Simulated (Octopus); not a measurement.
Runs of Octopus 16.4 on ZnS. The structure is cubic, space group F-43m (No. 216). Conventional cell: a = 5.404 Å, b = 5.404 Å, c = 5.404 Å, α = 90.00°, β = 90.00°, γ = 90.00°. Zn (site symmetry -43m) has 4 S at 2.34 Å as nearest neighbours. S (site symmetry -43m) has 4 Zn at 2.34 Å as nearest neighbours. 

```csv
task,level,potentials or basis,grid spacing,gap on the mesh (eV),V0 of scaled cells (Å³/atom),B0 (GPa)
single point,PBEsol,"pseudodojo_pbesol (PseudoDojo 0.4, PBEsol)",0.132 Å,(a),-,-
equation of state,PBEsol,"pseudodojo_pbesol (PseudoDojo 0.4, PBEsol)",-,-,(b),74
equation of state,PBE,"pseudodojo_pbe (PseudoDojo 0.5, PBE)",-,-,20.33,66
single point,PBE,"pseudodojo_pbe (PseudoDojo 0.5, PBE)",0.132 Å,2.11,-,-
```

Alike in all rows: no spin polarisation; cell as given; k mesh 9 × 9 × 9; smearing fermi-dirac 0.05 eV.

Question: Fill in the values left out.

Answer: (a) 1.98; (b) 19.28.

Caveats: an odd mesh through Γ misses points on the zone boundary, where band edges often lie (some runs); the number of grid points is fixed, so the spacing changes with the cell, which shifts volumes and moduli (some runs).

Not every run made on this cell is shown here.
